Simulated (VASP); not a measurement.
# Sb (R-3m) in VASP: a series of runs, part 2 of 2

VASP 6.6.1.

## Step 3: Relaxation of cell and atoms, PBE

This run uses another cell than the first one, of 31.76 Å³/atom, 1.052 times its volume.

INCAR reads:

```
SYSTEM = Sb
PREC     = Accurate       ! precision mode
ENCUT    = 520            ! plane-wave cutoff, eV
EDIFF    = 1E-7           ! SCF threshold, eV
ISMEAR   = 0              ! smearing method
SIGMA    = 0.1            ! smearing width, eV
LREAL    = .False.        ! projectors in reciprocal space
LASPH    = .True.         ! aspherical terms in the spheres
NELM     = 120            ! most SCF steps
ALGO     = Normal         ! electronic algorithm
ISIF     = 3              ! what is computed and relaxed
LWAVE    = .False.        ! write WAVECAR
LCHARG   = .False.        ! write CHGCAR
GGA      = PE             ! functional
IBRION   = 2              ! ionic algorithm
NSW      = 60             ! ionic steps
EDIFFG   = -0.005         ! ionic threshold
POTIM    = 0.3            ! step
```

KPOINTS reads:

```
regular mesh
0
Gamma
  12 12 12
  0 0 0
```

POSCAR reads:

```
Sb                                      
1.0
    2.1887512145      1.2636761030      3.8281694018
   -2.1887512145      1.2636761030      3.8281694018
   -0.0000000000     -2.5273522059      3.8281694018
  Sb            
     2
Direct
     0.2332453826421095    0.2332453826421095    0.2332453826421095
     0.7667546173578905    0.7667546173578905    0.7667546173578905
```

Potentials or basis: VASP PAW PBE potentials, release 64 (Sb).

Command:

```
> cat potpaw_PBE.64/Sb/POTCAR > POTCAR
> mpirun -np 1 vasp_std > vasp.out
```

OUTCAR:

```text
SYSTEM = Sb
   PREC = Accurate
   ENCUT = 520
   EDIFF = 1E-7
   ISMEAR = 0
   LREAL = .False.
   LASPH = .True.
   NELM = 120
   ISIF = 3
   GGA = PE
   IBRION = 2
   NSW = 60
   EDIFFG = -0.005
   POTIM = 0.3

 ion  position               nearest neighbor table
   1  0.233  0.233  0.233-   2 2.95   2 2.95   2 2.95   2 3.42   2 3.42   2 3.42
   2  0.767  0.767  0.767-   1 2.95   1 2.95   1 2.95   1 3.42   1 3.42   1 3.42

  LATTYP: Found a trigonal (rhomboedric) cell.
 ALAT       =     4.5871985068
 COS(alpha) =     0.5446684671

  Lattice vectors:

 A1 = (   2.1887512145,   1.2636761030,   3.8281694018)
 A2 = (  -2.1887512145,   1.2636761030,   3.8281694018)
 A3 = (   0.0000000000,  -2.5273522059,   3.8281694018)

Analysis of symmetry for initial positions (statically):
=====================================================================
 Subroutine PRICEL returns:
 Original cell was already a primitive cell.

 Routine SETGRP: Setting up the symmetry group for a
 trigonal (rhombohedral) supercell.

 Subroutine GETGRP returns: Found 12 space group operations
 (whereof 12 operations were pure point group operations)
 out of a pool of 12 trial point group operations.

The static configuration has the point symmetry D_3d.

Analysis of symmetry for dynamics (positions and initial velocities):
=====================================================================
 Subroutine PRICEL returns:
 Original cell was already a primitive cell.

 Routine SETGRP: Setting up the symmetry group for a
 trigonal (rhombohedral) supercell.

 Subroutine GETGRP returns: Found 12 space group operations
 (whereof 12 operations were pure point group operations)
 out of a pool of 12 trial point group operations.

The dynamic configuration has the point symmetry D_3d.

 Subroutine INISYM returns: Found 12 space group operations
 (whereof 12 operations are pure point group operations),
 and found     1 'primitive' translations
[... 120 lines left out ...]
   GGA     = PE    functional components
   LHFCALC =     F    Hartree Fock is set to
   AEXX    =    0.0000 exact exchange contribution
   IVDW    =     0    specifies the selected vdW correction
   LEPSILON=     F    determine dielectric tensor
   LRPA    =     F    only Hartree local field effects (RPA)
 conjugate gradient relaxation of ions
 non-spin polarized calculation
 Gauss-broadening in eV      SIGMA  =   0.10
  energy-cutoff  :      520.00
  volume of cell :       63.53
 maximum number of plane-waves:      1736
 NGX is ok and might be reduce to    36
   NGX = 17   NGY = 17   NGZ = 17

 number of electron      10.0000000 magnetization

 Free energy of the ion-electron system (eV)
  ---------------------------------------------------
  ext. energy  EPLUGINS =         0.00000000
  ---------------------------------------------------
  free energy    TOTEN  =        -8.27558715 eV

  energy without entropy =       -8.27494017  energy(sigma->0) =       -8.27526366

 E-fermi :   6.6168     XC(G=0):  -9.3132

 val. band max:        6.5433402757   @ k =   0.4167   0.0833   0.0833
 cond. band min:       6.6284390316   @ k =   0.3333   0.1667   0.1667
 fundamental gap:      0.0850987559
 Fermi energy:         6.6167510627

 k-point     1 :       0.0000    0.0000    0.0000
  band No.  band energies     occupation
      1      -5.6781      2.00000
      2       1.6162      2.00000
      3       4.7220      2.00000
      4       4.9632      2.00000
      5       4.9632      2.00000
      6       8.6726      0.00000
      7       9.2682      0.00000
      8       9.2682      0.00000
      9      11.8120      0.00000
[... 265 lines left out ...]
 k-point    24 :      -0.4167    0.1667    0.0000
  band No.  band energies     occupation
      1      -3.3118      2.00000
      2      -2.6046      2.00000
      3       3.1370      2.00000
      4       4.5164      2.00000
      5       5.0532      2.00000
      6       7.6092      0.00000
      7       7.8631      0.00000
      8       9.6179      0.00000
      9      13.1397      0.00000

 [... further k-points ...]

------------------------ aborting loop because EDIFF is reached ----------------------------------------

  FORCE on cell =-STRESS in cart. coord.  units (eV):
  Direction    XX          YY          ZZ          XY          YZ          ZX
  --------------------------------------------------------------------------------------
  -------------------------------------------------------------------------------------
  Total        0.0057586      0.0057586      0.0069132      0.0000000      0.0000000      0.0000000
  in kB        0.1452298      0.1452298      0.1743461      0.0000000      0.0000000      0.0000000
  external PRESSURE =       0.1549352 kB  Pullay stress =       0.0000000 kB

 VOLUME and BASIS-vectors are now :
 -----------------------------------------------------------------------------
  energy-cutoff  :      520.00
  volume of cell :       63.53
      direct lattice vectors                 reciprocal lattice vectors
     2.188751214  1.263676103  3.828169402     0.228440764  0.131890337  0.087073820
    -2.188751214  1.263676103  3.828169402    -0.228440764  0.131890337  0.087073820
     0.000000000 -2.527352206  3.828169402     0.000000000 -0.263780673  0.087073820

 POSITION                                       TOTAL-FORCE (eV/Angst)
 -----------------------------------------------------------------------------------
      0.00000      0.00000      2.67871         0.000000      0.000000      0.002444
      0.00000      0.00000      8.80580         0.000000     -0.000000     -0.002444
 -----------------------------------------------------------------------------------
    total drift:                               -0.000000     -0.000000      0.000000

  FREE ENERGIE OF THE ION-ELECTRON SYSTEM (eV)
  ---------------------------------------------------
  free  energy   TOTEN  =        -8.2755871536 eV

  energy  without entropy=       -8.2749401687  energy(sigma->0) =       -8.27526366

 reached required accuracy - stopping structural energy minimisation
```

OSZICAR:

```text
N       E                     dE             d eps       ncg     rms          rms(c)
DAV:   1     0.372942179365E+02    0.37294E+02   -0.36367E+03  3402   0.864E+02
DAV:   2    -0.668425602148E+01   -0.43978E+02   -0.43022E+02  4773   0.120E+02
DAV:   3    -0.826055753324E+01   -0.15763E+01   -0.15686E+01  4190   0.286E+01
DAV:   4    -0.827540737007E+01   -0.14850E-01   -0.14627E-01  4072   0.303E+00
DAV:   5    -0.827553938124E+01   -0.13201E-03   -0.13201E-03  3909   0.302E-01    0.279E+00
DAV:   6    -0.827542687742E+01    0.11250E-03   -0.25222E-03  3819   0.441E-01    0.168E+00
DAV:   7    -0.827543773605E+01   -0.10859E-04   -0.61248E-03  3509   0.680E-01    0.876E-02
DAV:   8    -0.827555420698E+01   -0.11647E-03   -0.22109E-04  3765   0.112E-01    0.247E-02
DAV:   9    -0.827558677794E+01   -0.32571E-04   -0.51163E-05  3612   0.553E-02    0.570E-03
DAV:  10    -0.827558716912E+01   -0.39118E-06   -0.63100E-06  4201   0.162E-02    0.169E-03
DAV:  11    -0.827558715361E+01    0.15514E-07   -0.48924E-07  3645   0.575E-03
   1 F= -.82755872E+01 E0= -.82752637E+01  d E =-.827559E+01
```

Run time: 41 s. Hardware: 1 thread of Intel Xeon Platinum 8559C (Emerald Rapids), shared host; peak memory 0.26 GiB.

Results:

| Quantity | Value |
| --- | --- |
| Free energy | -8.2756 eV |
| Pressure after relaxing | 0.0 GPa |
| Band gap on the k mesh | none (metal or under the smearing width) |

Forces on the atoms (eV/Å):
```
Sb   0.000  0.000  0.002
Sb   0.000  0.000 -0.002
```

Final structure:
```
Sb
1.0
     2.18875    1.26368    3.82817
    -2.18875    1.26368    3.82817
     0.00000   -2.52735    3.82817
Sb
2
Cartesian
  0.0000 0.0000 2.6787
  0.0000 0.0000 8.8058
```

Levels at points of the mesh, in eV from the Fermi level:
```tsv
k point	band 1	band 2	band 3	band 4	band 5	band 6	band 7	band 8	band 9
(0.00, 0.00, 0.00)	-12.29	-5.00	-1.89	-1.65	-1.65	2.06	2.65	2.65	5.20
(0.50, 0.00, 0.00)	-10.08	-9.36	-1.80	-1.70	-0.22	-0.18	0.27	0.63	7.53
(0.50, 0.50, 0.00)	-10.10	-7.90	-5.09	-3.47	-3.40	1.71	4.72	5.35	6.55
(0.50, 0.50, 0.50)	-10.89	-8.69	-1.20	-1.20	-0.50	0.26	0.26	1.11	6.92
```

Caveat: the relaxation stopped at its first step, so nothing moved. The run has no spin-orbit coupling, so splittings on Sb are missing.

## Step 4: Relaxation of cell and atoms, PBE

This run uses another cell than the first one, of 25.11 Å³/atom, 0.831 times its volume.

Edit INCAR of step 3 so:

```diff
@@ -3,3 +3,3 @@
 ENCUT    = 520            ! plane-wave cutoff, eV
-EDIFF    = 1E-7           ! SCF threshold, eV
+EDIFF    = 1E-6           ! SCF threshold, eV
 ISMEAR   = 0              ! smearing method
@@ -15,4 +15,3 @@
 IBRION   = 2              ! ionic algorithm
-NSW      = 60             ! ionic steps
-EDIFFG   = -0.005         ! ionic threshold
-POTIM    = 0.3            ! step
+NSW      = 90             ! ionic steps
+EDIFFG   = -0.01          ! ionic threshold
```

KPOINTS reads:

```
regular mesh
0
Gamma
  15 15 9
  0 0 0
```

POSCAR reads:

```
Sb
1.0
    3.3300000000      0.0000000000      0.0000000000
   -1.6650000000      2.8838645900      0.0000000000
    0.0000000000      0.0000000000      5.2300000000
Sb
2
Direct
    0.3333333300      0.6666666700      0.2500000000
    0.6666666700      0.3333333300      0.7500000000
```

Command:

```
> cat potpaw_PBE.64/Sb/POTCAR > POTCAR
> mpirun -np 1 vasp_std > vasp.out
```

Wall time 2.2 min (1 thread of Intel Xeon Platinum 8559C (Emerald Rapids), shared host); peak memory 0.22 GiB.

The run converged. Its results:

| Property | Result |
| --- | --- |
| Free energy | -7.7224 eV |
| Relaxed volume | 27.35 Å³/atom |
| Relaxed cell | a = 3.424 Å, b = 3.424 Å, c = 5.388 Å, α = 90.00°, β = 90.00°, γ = 120.00° |
| Space group after relaxing (to 0.05 Å) | P6_3/mmc (No. 194) |
| Energy gained by relaxing | 40.0 meV/atom |
| Ionic steps | 3 |
| Pressure after relaxing | 0.0 GPa |
| Band gap on the k mesh | none (metal or under the smearing width) |

Step by step:
```tsv
step	energy change (eV)	largest force (eV/Å)	pressure (GPa)	volume (Å³)
1	0.0000	0.0000	6.18	50.23
2	-0.0535	0.0000	-2.76	57.60
3	-0.0800	0.0000	-0.01	54.70
```

Final structure:
```cif
data_structure
_symmetry_space_group_name_H-M 'P 1'
_symmetry_Int_Tables_number 1
_cell_length_a 3.4237
_cell_length_b 3.4237
_cell_length_c 5.3883
_cell_angle_alpha 90.000
_cell_angle_beta 90.000
_cell_angle_gamma 120.000
_cell_volume 54.70
loop_
_atom_site_label
_atom_site_type_symbol
_atom_site_fract_x
_atom_site_fract_y
_atom_site_fract_z
_atom_site_occupancy
Sb1 Sb 0.33333 0.66667 0.25000 1
Sb2 Sb 0.66667 0.33333 0.75000 1
```

Levels at points of the mesh, in eV from the Fermi level:
| k point | band 2 | band 3 | band 4 | band 5 | band 6 | band 7 | band 8 | band 9 |
| --- | --- | --- | --- | --- | --- | --- | --- | --- |
| (0.00, 0.00, 0.00) | -8.81 | -5.67 | 3.08 | 3.08 | 4.81 | 4.81 | 5.75 | 7.14 |

## Step 5: Relaxation of cell and atoms, PBE

This run uses another cell than the first one, of 27.35 Å³/atom, 0.905 times its volume.

Edit INCAR of step 4 so:

```diff
@@ -3,3 +3,3 @@
 ENCUT    = 520            ! plane-wave cutoff, eV
-EDIFF    = 1E-6           ! SCF threshold, eV
+EDIFF    = 1E-7           ! SCF threshold, eV
 ISMEAR   = 0              ! smearing method
@@ -15,3 +15,4 @@
 IBRION   = 2              ! ionic algorithm
-NSW      = 90             ! ionic steps
-EDIFFG   = -0.01          ! ionic threshold
+NSW      = 60             ! ionic steps
+EDIFFG   = -0.005         ! ionic threshold
+POTIM    = 0.3            ! step
```

KPOINTS is that of step 4.

POSCAR reads:

```
Sb                                      
1.0
    3.4236760169      0.0000000000      0.0000000000
   -1.7118380084      2.9649904000      0.0000000000
    0.0000000000     -0.0000000000      5.3882842550
  Sb            
     2
Direct
     0.3333333300000021    0.6666666699999979    0.2500000000000000
     0.6666666699999979    0.3333333300000021    0.7500000000000000
```

Command:

```
> cat potpaw_PBE.64/Sb/POTCAR > POTCAR
> mpirun -np 1 vasp_std > vasp.out
```

It took 35 s on 1 thread of Intel Xeon Platinum 8559C (Emerald Rapids), shared host; peak memory 0.21 GiB.

Results (log left out):

```yaml
Free_energy: -7.7225 eV
Pressure_after_relaxing: 0.0 GPa
Band_gap_on_the_k_mesh: none (metal or under the smearing width)
```

Final structure:
```
CELL_PARAMETERS angstrom
3.42368 0.00000 0.00000
-1.71184 2.96499 0.00000
0.00000 0.00000 5.38828
ATOMIC_POSITIONS crystal
Sb 0.33333 0.66667 0.25000
Sb 0.66667 0.33333 0.75000
```

Levels at points of the mesh, in eV from the Fermi level:
```csv
k point,band 1,band 2,band 3,band 4,band 5,band 6,band 7,band 8,band 9
"(0.00, 0.00, 0.00)",-12.83,-8.81,-5.67,3.08,3.08,4.81,4.81,5.75,7.14
```

Caveat: the relaxation stopped at its first step, so nothing moved.
